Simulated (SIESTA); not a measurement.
Runs of SIESTA 5.4.2 on Cd. Symmetry: P6_3/mmc, No. 194, hexagonal system. The conventional cell has a = 2.979 Å, b = 2.979 Å, c = 5.618 Å, α = 90.00°, β = 90.00°, γ = 120.00°. Around Cd (site symmetry -6m2) lie 12 Cd at 2.98 to 3.29 Å. 

| task | level | potentials or basis | spin | cell | force tolerance | optimiser | stress tolerance (GPa) | displacement | grid cutoff | energy shift | gap on the mesh (eV) | pressure (GPa) | relaxed volume (Å³/atom) |
| --- | --- | --- | --- | --- | --- | --- | --- | --- | --- | --- | --- | --- | --- |
| relaxation of the atoms | xPBE | PseudoDojo 0.4 standard (PBE files, fully relativistic), DZP (energy shift 0.02 Ry) | non-collinear, ferromagnetic start, SOC | atoms relaxed from: atoms moved at random, drawn with an rms of 0.15 Å | 0.01 eV/Å | - | - | - | 800 Ry | 0.02 Ry | none | -13.4 | - |
| relaxation of cell and atoms | xPBE | PseudoDojo 0.4 standard (PBE files), DZP (energy shift 0.02 Ry) | off | relaxed | 0.01 eV/Å | Broyden | 0.05 | - | 1200 Ry | 0.02 Ry | none | 0.0 | (a) |
| relaxation of cell and atoms | SOGGA | SPMS 1.0 NC or PseudoDojo by element (PBE files), DZP (energy shift 0.02 Ry) | off | relaxed | 0.01 eV/Å | Broyden | 0.05 | - | 1200 Ry | 0.02 Ry | none | 0.0 | 15.76 |
| relaxation of cell and atoms | RPBE | PseudoDojo 0.4 stringent (PBE files), DZP (energy shift 0.01 Ry) | off | relaxed | 0.01 eV/Å | Broyden | 0.05 | - | 1200 Ry | 0.01 Ry | none | 0.0 | 20.82 |

Alike in all rows: k mesh 8 × 8 × 4; smearing fermi-dirac 0.05 eV.

Problem. Fill in the values left out.

Solution. (a) 17.93.

Caveats: semicore shells carry a single zeta, which can move pressures by several GPa and volumes by a few percent; the potentials were made for another functional, which shifts forces and pressure; the basis of atomic orbitals isn't converged, which shifts pressures, moduli and gaps; the volume moved by over 15 % at a fixed basis, so the end points are rough (some runs); the volume moved by -17 % from the deposited cell, more than functionals usually miss (some runs); the valence orbitals were made in a potential fitted to the semicore shell under them, which widens gaps by tenths of an eV or more (some runs); the volume moved by -27 % from the deposited cell, more than functionals usually miss (some runs).

A k mesh can miss the band edges, and rows without SOC leave out spin-orbit coupling on Cd.

A gap of «none» marks a metal or a gap under the smearing width.

Runs at the PBE level aren't shown here.
